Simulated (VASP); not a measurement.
# Li (R-3m) in VASP: notebook

Runs on Li. Level: PBE+D3(BJ). Tasks: single point, relaxation of cell and atoms.

Program: VASP 6.6.1. These are calculated values, not measurements. Logs are shortened: lines on timing, memory, paths and dates and some standing lists are left out, and cuts for length are marked.

### 1 The crystal as given

It takes space group R-3m (No. 166, trigonal). Conventional cell: a = 2.955 Å, b = 2.955 Å, c = 21.743 Å, α = 90.00°, β = 90.00°, γ = 120.00°. Li (site symmetry -3m) has 12 Li at 2.95 to 2.96 Å as nearest neighbours. Li (site symmetry 3m) has 12 Li at 2.95 to 2.96 Å as nearest neighbours.

This isn't the form of Li at room conditions, which is bcc.

### 2 Single point, PBE+D3(BJ)

File INCAR:

```
SYSTEM = Li
  ALGO = Normal
  EDIFF = 1E-6
  ENCUT = 520
  GGA = PE
  ISIF = 2
  ISMEAR = 0
  IVDW = 12
  LASPH = .True.
  LCHARG = .False.
  LREAL = .False.
  LWAVE = .False.
  NBANDS = 12
  NELM = 60
  PREC = Accurate
  SIGMA = 0.1
```

File KPOINTS:

```
k-points
0
Gamma
  15 15 15
  0 0 0
```

File POSCAR:

```
Li
1.0
    1.4773825286      0.8529672006      7.2475249574
   -1.4773825286      0.8529672006      7.2475249574
    0.0000000000     -1.7059344012      7.2475249574
Li
3
Direct
    0.0000000000      0.0000000000      0.0000000000
    0.2222465736      0.2222465736      0.2222465736
    0.7777534264      0.7777534264      0.7777534264
```

Potentials or basis: VASP PAW PBE potentials, release 64 (Li_sv).

Run with:

```bash
$ cat potpaw_PBE.64/Li_sv/POTCAR > POTCAR
$ mpirun -np 1 vasp_std > vasp.out
```

OUTCAR:

```text
SYSTEM = Li
   EDIFF = 1E-6
   ENCUT = 520
   GGA = PE
   ISIF = 2
   ISMEAR = 0
   IVDW = 12
   LASPH = .True.
   LREAL = .False.
   NELM = 60
   PREC = Accurate
 IVDW          = 12

 ion  position               nearest neighbor table
   1  0.000  0.000  0.000-
   2  0.222  0.222  0.222-
   3  0.778  0.778  0.778-

  LATTYP: Found a trigonal (rhomboedric) cell.
 ALAT       =     7.4455913257
 COS(alpha) =     0.9212559907

  Lattice vectors:

 A1 = (   1.4773825286,   0.8529672006,   7.2475249574)
 A2 = (  -1.4773825286,   0.8529672006,   7.2475249574)
 A3 = (   0.0000000000,  -1.7059344012,   7.2475249574)

Analysis of symmetry for initial positions (statically):
=====================================================================
 Subroutine PRICEL returns:
 Original cell was already a primitive cell.

 Routine SETGRP: Setting up the symmetry group for a
 trigonal (rhombohedral) supercell.

 Subroutine GETGRP returns: Found 12 space group operations
 (whereof 12 operations were pure point group operations)
 out of a pool of 12 trial point group operations.

The static configuration has the point symmetry D_3d.

Analysis of symmetry for dynamics (positions and initial velocities):
=====================================================================
 Subroutine PRICEL returns:
 Original cell was already a primitive cell.

 Routine SETGRP: Setting up the symmetry group for a
 trigonal (rhombohedral) supercell.

 Subroutine GETGRP returns: Found 12 space group operations
 (whereof 12 operations were pure point group operations)
 out of a pool of 12 trial point group operations.

The dynamic configuration has the point symmetry D_3d.

 Subroutine INISYM returns: Found 12 space group operations
 (whereof 12 operations are pure point group operations),
 and found     1 'primitive' translations

----------------------------------------------------------------------------------------

                                     Primitive cell

  volume of cell :      54.7982

  direct lattice vectors                    reciprocal lattice vectors
     1.477382529  0.852967201  7.247524957     0.338436383  0.195396337  0.045992713
    -1.477382529  0.852967201  7.247524957    -0.338436383  0.195396337  0.045992713
     0.000000000 -1.705934401  7.247524957     0.000000000 -0.390792674  0.045992713

  length of vectors
     7.445591326  7.445591326  7.445591326     0.393489827  0.393489827  0.393489827

  position of ions in fractional coordinates (direct lattice)
     0.000000000  0.000000000  0.000000000
     0.222246574  0.222246574  0.222246574
     0.777753426  0.777753426  0.777753426

  ion indices of the primitive-cell ions
   primitive index   ion index
                 1           1
                 2           2
                 3           3

----------------------------------------------------------------------------------------

 KPOINTS: k-points

Automatic generation of k-mesh.
 Grid dimensions read from file:
 generate k-points for:   15   15   15

 Generating k-lattice:

  Cartesian coordinates                     Fractional coordinates (reciprocal lattice)
     0.022562426  0.013026422  0.003066181     0.066666667 -0.000000000  0.000000000
    -0.022562426  0.013026422  0.003066181    -0.000000000  0.066666667  0.000000000
     0.000000000 -0.026052845  0.003066181     0.000000000  0.000000000  0.066666667

  Length of vectors
     0.026232655  0.026232655  0.026232655

  Shift w.r.t. Gamma in fractional coordinates (k-lattice)
     0.000000000  0.000000000  0.000000000

 Subroutine IBZKPT returns following result:
 ===========================================

 Found    344 irreducible k-points:

 Following reciprocal coordinates:
            Coordinates               Weight
  0.000000  0.000000  0.000000      1.000000
  0.066667 -0.000000  0.000000      6.000000
  0.133333  0.000000 -0.000000      6.000000
  0.200000 -0.000000  0.000000      6.000000
  0.266667  0.000000 -0.000000      6.000000
  0.333333 -0.000000 -0.000000      6.000000
[... 16 lines left out ...]
  0.133333  0.133333 -0.000000      6.000000
  0.200000  0.133333  0.000000     12.000000
 [... further k-points ...]
   k-points           NKPTS =    344   k-points in BZ     NKDIM =    344   number of bands    NBANDS=     12
   number of dos      NEDOS =    301   number of ions     NIONS =      3
   total plane-waves  NPLWV = 175616
   dimension x,y,z NGX =    56 NGY =   56 NGZ =   56
   dimension x,y,z NGXF=   112 NGYF=  112 NGZF=  112
   ions per type =               3
   NGX,Y,Z   is equivalent  to a cutoff of  12.50, 12.50, 12.50 a.u.
   NGXF,Y,Z  is equivalent  to a cutoff of  25.01, 25.01, 25.01 a.u.
 SYSTEM =  Li
   PREC   = accura    normal or accurate (medium, high low for compatibility)
   ISTART =      0    job   : 0-new  1-cont  2-samecut
   ICHARG =      2    charge: 1-file 2-atom 10-const
   ISPIN  =      1    spin polarized calculation?
[... 27 lines left out ...]
  Fermi-wavevector in a.u.,A,eV,Ry     =   0.896534  1.694204 10.936006  0.803774
  Thomas-Fermi vector in A             =   2.019005
   LORBIT       =      0    0 simple, 1 ext, 2 COOP (PROOUT), +10 PAW based schemes
   GGA     = PE    functional components
   LHFCALC =     F    Hartree Fock is set to
   AEXX    =    0.0000 exact exchange contribution
   IVDW    =    12    specifies the selected vdW correction
   LEPSILON=     F    determine dielectric tensor
   LRPA    =     F    only Hartree local field effects (RPA)
 non-spin polarized calculation
 Gauss-broadening in eV      SIGMA  =   0.10
  energy-cutoff  :      520.00
  volume of cell :       54.80
 maximum number of plane-waves:      1515
   NGX = 27   NGY = 27   NGZ = 27

 number of electron       9.0000000 magnetization

 Free energy of the ion-electron system (eV)
  ---------------------------------------------------
  ext. energy  EPLUGINS =         0.00000000
  ---------------------------------------------------
  free energy    TOTEN  =        -5.68828028 eV

  energy without entropy =       -5.67948090  energy(sigma->0) =       -5.68388059

 E-fermi :   0.9258     XC(G=0):  -7.3026

 val. band max:        0.9243317649   @ k =  -0.1333   0.2000   0.0667
 cond. band min:       0.9263488064   @ k =  -0.3333  -0.3333   0.2000
 fundamental gap:      0.0020170415
 Fermi energy:         0.9258229222

 k-point     1 :       0.0000    0.0000    0.0000
  band No.  band energies     occupation
      1     -45.4271      2.00000
      2     -45.4069      2.00000
      3     -45.4062      2.00000
      4      -2.7621      2.00000
      5      -0.7409      2.00000
      6      -0.7406      2.00000
      7       7.0662      0.00000
      8       7.0714      0.00000
      9      14.7287      0.00000
     10      14.7287      0.00000
     11      14.8742      0.00000
     12      14.8742      0.00000

 k-point     2 :       0.0667   -0.0000    0.0000
  band No.  band energies     occupation
      1     -45.4260      2.00000
      2     -45.4066      2.00000
      3     -45.4053      2.00000
      4      -2.6879      2.00000
      5      -0.7467      2.00000
      6      -0.5736      2.00000
      7       6.9089      0.00000
      8       7.3074      0.00000
      9      13.7509      0.00000
     10      14.0777      0.00000
     11      14.4816      0.00000
     12      14.5534      0.00000

 k-point     3 :       0.1333    0.0000   -0.0000
  band No.  band energies     occupation
      1     -45.4229      2.00000
      2     -45.4052      2.00000
      3     -45.4031      2.00000
      4      -2.4652      2.00000
      5      -0.5952      2.00000
      6      -0.2435      2.00000
      7       6.8090      0.00000
      8       7.6237      0.00000
      9      12.0264      0.00000
     10      13.0339      0.00000
     11      13.1555      0.00000
     12      13.6960      0.00000
[... 286 lines left out ...]
 k-point    23 :       0.1333    0.1333   -0.0000
  band No.  band energies     occupation
      1     -45.4228      2.00000
      2     -45.4063      2.00000
      3     -45.4022      2.00000
      4      -2.4528      2.00000
      5      -0.7624      2.00000
      6      -0.0606      2.00000
      7       6.4580      0.00000
      8       8.0023      0.00000
      9      12.2303      0.00000
     10      12.6664      0.00000
     11      12.9438      0.00000
     12      14.1140      0.00000

 k-point    24 :       0.2000    0.1333    0.0000
  band No.  band energies     occupation
      1     -45.4199      2.00000
      2     -45.4051      2.00000
      3     -45.4003      2.00000
      4      -2.2235      2.00000
      5      -0.6123      2.00000
      6       0.2767      2.00000
      7       6.3743      0.00000
      8       8.2680      0.00000
      9      11.2474      0.00000
     10      11.6175      0.00000
     11      11.9779      0.00000
     12      13.3219      0.00000

 [... further k-points ...]

------------------------ aborting loop because EDIFF is reached ----------------------------------------

 Edisp (eV)   -0.56297

 E8    (eV) :    -0.2340

  FORCE on cell =-STRESS in cart. coord.  units (eV):
  Direction    XX          YY          ZZ          XY          YZ          ZX
  --------------------------------------------------------------------------------------
  -------------------------------------------------------------------------------------
  Total      -0.02781    -0.02781    -0.01480     0.00000     0.00000    -0.00000
  in kB      -0.81318    -0.81318    -0.43268     0.00000     0.00000    -0.00000
  external pressure =       -0.69 kB  Pullay stress =        0.00 kB

 VOLUME and BASIS-vectors are now :
 -----------------------------------------------------------------------------
  energy-cutoff  :      520.00
  volume of cell :       54.80
      direct lattice vectors                 reciprocal lattice vectors
     1.477382529  0.852967201  7.247524957     0.338436383  0.195396337  0.045992713
    -1.477382529  0.852967201  7.247524957    -0.338436383  0.195396337  0.045992713
     0.000000000 -1.705934401  7.247524957     0.000000000 -0.390792674  0.045992713

 POSITION                                       TOTAL-FORCE (eV/Angst)
 -----------------------------------------------------------------------------------
      0.00000      0.00000      0.00000         0.000000     -0.000000      0.000000
      0.00000      0.00000      4.83221         0.000000     -0.000000      0.000212
      0.00000      0.00000     16.91036         0.000000      0.000000     -0.000212
 -----------------------------------------------------------------------------------
    total drift:                                0.000000      0.000000     -0.000000

  FREE ENERGIE OF THE ION-ELECTRON SYSTEM (eV)
  ---------------------------------------------------
  free  energy   TOTEN  =        -6.2512545016 eV

  energy  without entropy=       -6.2424551231  energy(sigma->0) =       -6.24685481
```

Run time: 6.4 min. Hardware: 1 thread of Intel Xeon 6975P-C (Granite Rapids), shared host; peak memory 0.47 GiB.

What came out:

```
Free energy                : -6.2513 eV
Band gap on the k mesh     : none (metal or under the smearing width)
Dispersion energy per atom : -0.188 eV
```

Levels at points of the mesh, in eV from the Fermi level:
| k point | band 3 | band 4 | band 5 | band 6 | band 7 | band 8 |
| --- | --- | --- | --- | --- | --- | --- |
| (0.00, 0.00, 0.00) | -46.33 | -3.69 | -1.67 | -1.67 | 6.14 | 6.15 |

Caveat: the cutoff is under 1.25 times the usual one of these potentials, so pressure, stress and relaxed cells hold a basis-set (Pulay) error; pairwise dispersion overbinds metals, which lowers pressure and volume.

### 3 Single point, PBE+D3(BJ)

File INCAR:

```
PREC     = Accurate       # precision mode
ENCUT    = 520            # plane-wave cutoff, eV
EDIFF    = 1E-7           # SCF threshold, eV
ISMEAR   = 0              # smearing method
SIGMA    = 0.1            # smearing width, eV
LREAL    = F              # projectors in reciprocal space
LASPH    = T              # aspherical terms in the spheres
NELM     = 80             # most SCF steps
ALGO     = Normal         # electronic algorithm
ISIF     = 2              # what is computed and relaxed
LWAVE    = F              # write WAVECAR
LCHARG   = F              # write CHGCAR
GGA      = PE             # functional
IVDW     = 12             # dispersion correction
NBANDS   = 12             # bands
```

File KPOINTS:

```
regular mesh
0
Gamma
  18 18 18
```

File POSCAR:

```
Li
1.0
    1.4755757176      0.8519240378      7.2619290306
   -1.4755757176      0.8519240378      7.2619290306
    0.0000000000     -1.7038480755      7.2619290306
Li
3
Direct
    0.0000000000      0.0000000000      0.0000000000
    0.2222279907      0.2222279907      0.2222279907
    0.7777720093      0.7777720093      0.7777720093
```

Potentials or basis: VASP PAW PBE potentials, release 64 (Li_sv).

Run with:

```bash
$ cat potpaw_PBE.64/Li_sv/POTCAR > POTCAR
$ mpirun -np 1 vasp_std > vasp.out
```

Run time: 7.8 min. Hardware: 1 thread of Intel Xeon 6975P-C (Granite Rapids), shared host; peak memory 0.57 GiB.

It converged, with:

| Property | Result |
| --- | --- |
| Free energy | -6.2570 eV |
| Band gap on the k mesh | none (metal or under the smearing width) |
| Dispersion energy per atom | -0.188 eV |

Levels at points of the mesh, in eV from the Fermi level:
```
           k point  band 1  band 2  band 3  band 4  band 5  band 6  band 7  band 8  band 9  band 10
(0.00, 0.00, 0.00)  -46.35  -46.33  -46.33   -3.69   -1.68   -1.68    6.10    6.10   13.85    13.85
(0.50, 0.00, 0.00)  -46.33  -46.32  -46.32   -0.09    0.91    1.10    4.10    4.21    4.84     9.05
(0.50, 0.50, 0.00)  -46.32  -46.32  -46.32    0.24    0.31    1.29    3.60    4.75    5.89     7.30
(0.50, 0.50, 0.50)  -46.35  -46.35  -46.33   -3.18   -3.18   -0.09    3.25   11.21   11.22    13.51
```

Caveat: the cutoff is under 1.25 times the usual one of these potentials, so pressure, stress and relaxed cells hold a basis-set (Pulay) error; pairwise dispersion overbinds metals, which lowers pressure and volume.

### 4 Relaxation of cell and atoms, PBE+D3(BJ)

File INCAR:

```
ALGO = Normal ; EDIFF = 1E-7
EDIFFG = -0.005 ; ENCUT = 600
GGA = PE ; IBRION = 2
ISIF = 3 ; ISMEAR = 0
IVDW = 12 ; LASPH = True
LCHARG = False ; LREAL = False
LWAVE = False ; NELM = 60
NSW = 100 ; PREC = Accurate
SIGMA = 0.1
```

File KPOINTS:

```
k-points
0
Gamma
  18 18 18
```

File POSCAR:

```
Li
1.0
    1.4773825286      0.8529672006      7.2475249574
   -1.4773825286      0.8529672006      7.2475249574
    0.0000000000     -1.7059344012      7.2475249574
Li
3
Direct
    0.0000000000      0.0000000000      0.0000000000
    0.2222465736      0.2222465736      0.2222465736
    0.7777534264      0.7777534264      0.7777534264
```

Run with:

```bash
$ cat potpaw_PBE.64/Li_sv/POTCAR > POTCAR
$ mpirun -np 1 vasp_std > vasp.out
```

Run time: 20 min. Hardware: 1 thread of Intel Xeon 6975P-C (Granite Rapids), shared host; peak memory 0.65 GiB.

Results (log left out):

| Quantity | Value |
| --- | --- |
| Free energy | -6.2566 eV |
| Relaxed volume | 18.11 Å³/atom |
| Relaxed cell | a = 7.435 Å, b = 7.435 Å, c = 7.435 Å, α = 22.84°, β = 22.84°, γ = 22.84° |
| Space group after relaxing (to 0.05 Å) | R-3m (No. 166) |
| Energy gained by relaxing | 0.1 meV/atom |
| Ionic steps | 3 |
| Pressure after relaxing | 0.0 GPa |
| Band gap on the k mesh | none (metal or under the smearing width) |
| Dispersion energy per atom | -0.189 eV |

Step by step:
```tsv
step	energy change (eV)	largest force (eV/Å)	pressure (GPa)	volume (Å³)
1	0.0000	0.0005	-0.13	54.80
2	-0.0001	0.0004	-0.10	54.68
3	-0.0002	0.0003	0.00	54.33
```

Final structure:
```cif
data_structure
_symmetry_space_group_name_H-M 'P 1'
_symmetry_Int_Tables_number 1
_cell_length_a 7.4349
_cell_length_b 7.4349
_cell_length_c 7.4349
_cell_angle_alpha 22.838
_cell_angle_beta 22.838
_cell_angle_gamma 22.838
_cell_volume 54.33
loop_
_atom_site_label
_atom_site_type_symbol
_atom_site_fract_x
_atom_site_fract_y
_atom_site_fract_z
_atom_site_occupancy
Li1 Li 0.00000 0.00000 0.00000 1
Li2 Li 0.22224 0.22224 0.22224 1
Li3 Li 0.77776 0.77776 0.77776 1
```

Levels at points of the mesh, in eV from the Fermi level:
| k point | band 1 | band 2 | band 3 | band 4 | band 5 | band 6 | band 7 | band 8 |
| --- | --- | --- | --- | --- | --- | --- | --- | --- |
| (0.00, 0.00, 0.00) | -46.34 | -46.32 | -46.32 | -3.70 | -1.68 | -1.68 | 6.15 | 6.15 |
| (0.50, 0.00, 0.00) | -46.31 | -46.30 | -46.30 | -0.09 | 0.92 | 1.10 | 4.13 | 4.24 |
| (0.50, 0.50, 0.00) | -46.31 | -46.31 | -46.30 | 0.24 | 0.30 | 1.30 | 3.63 | 4.78 |
| (0.50, 0.50, 0.50) | -46.33 | -46.33 | -46.31 | -3.19 | -3.19 | -0.09 | 3.28 | 11.29 |

Caveat: the cutoff is under 1.25 times the usual one of these potentials, so pressure, stress and relaxed cells hold a basis-set (Pulay) error; pairwise dispersion overbinds metals, which lowers pressure and volume.

### 5 Single point, PBE+D3(BJ)

This run uses another cell than the first one, of 21.06 Å³/atom, 1.153 times its volume.

File INCAR:

```
PREC = Accurate ; ENCUT = 520
EDIFF = 1E-6 ; ISMEAR = 0
SIGMA = 0.1 ; LREAL = F
LASPH = T ; NELM = 60
ALGO = Normal ; ISIF = 2
LWAVE = F ; LCHARG = F
GGA = PE ; IVDW = 12
NBANDS = 12
```

File KPOINTS:

```
regular mesh
0
Gamma
  6 6 6
```

File POSCAR:

```
Li
1.0
    1.5505000000      0.8951815924      7.5883000000
   -1.5505000000      0.8951815924      7.5883000000
    0.0000000000     -1.7903631848      7.5883000000
Li
3
Direct
    0.0000000000      0.0000000000      0.0000000000
    0.2220000000      0.2220000000      0.2220000000
    0.7780000000      0.7780000000      0.7780000000
```

Run with:

```bash
$ cat potpaw_PBE.64/Li_sv/POTCAR > POTCAR
$ mpirun -np 1 vasp_std > vasp.out
```

Wall time 43 s (1 thread of Intel Xeon 6975P-C (Granite Rapids), shared host); peak memory 0.43 GiB.

It converged, with:

```
Free energy                : -6.1721 eV
Largest force              : 0.006 eV/Å
Band gap on the k mesh     : none (metal or under the smearing width)
Dispersion energy per atom : -0.163 eV
```

Forces on the atoms (eV/Å):
```
Li   0.000  0.000  0.000
Li   0.000  0.000  0.006
Li   0.000  0.000 -0.006
```

Levels at points of the mesh, in eV from the Fermi level:
```tsv
k point	band 2	band 3	band 4	band 5	band 6	band 7	band 8	band 9
(0.00, 0.00, 0.00)	-46.51	-46.51	-3.44	-1.51	-1.51	5.59	5.62	12.53
(0.50, 0.00, 0.00)	-46.50	-46.50	0.01	0.87	1.10	3.69	3.81	4.43
(0.50, 0.50, 0.00)	-46.50	-46.50	0.30	0.39	1.20	3.17	4.38	5.45
(0.50, 0.50, 0.50)	-46.52	-46.51	-2.95	-2.95	0.07	2.88	10.30	10.35
```

Caveat: the k mesh is coarse (spacing up to 0.39 Å⁻¹), so the values aren't converged; the cutoff is under 1.25 times the usual one of these potentials, so pressure, stress and relaxed cells hold a basis-set (Pulay) error; pairwise dispersion overbinds metals, which lowers pressure and volume.

### 6 Summary

| task | cell | k mesh | cutoff (eV) | mesh quality | gap on the mesh (eV) |
| --- | --- | --- | --- | --- | --- |
| single point | R-3m, 18.27 Å³/atom | 15 × 15 × 15 | 520 | not flagged | none |
| single point | R-3m, 18.26 Å³/atom | 18 × 18 × 18 | 520 | not flagged | none |
| relaxation of cell and atoms | relaxed | 18 × 18 × 18 | 600 | not flagged | none |
| single point | R-3m, 21.06 Å³/atom | 6 × 6 × 6 | 520 | coarse | none |

Alike in all rows: level PBE+D3(BJ); potentials or basis VASP PAW PBE potentials, release 64 (Li_sv); no spin polarisation; smearing gaussian 0.1 eV.

Caveats: some runs use coarse meshes; the cutoff is under 1.25 times the usual one of these potentials, so pressure, stress and relaxed cells hold a basis-set (Pulay) error; pairwise dispersion overbinds metals, which lowers pressure and volume.

Total energies depend on the potentials used, so only differences within one code and one set of settings carry meaning.
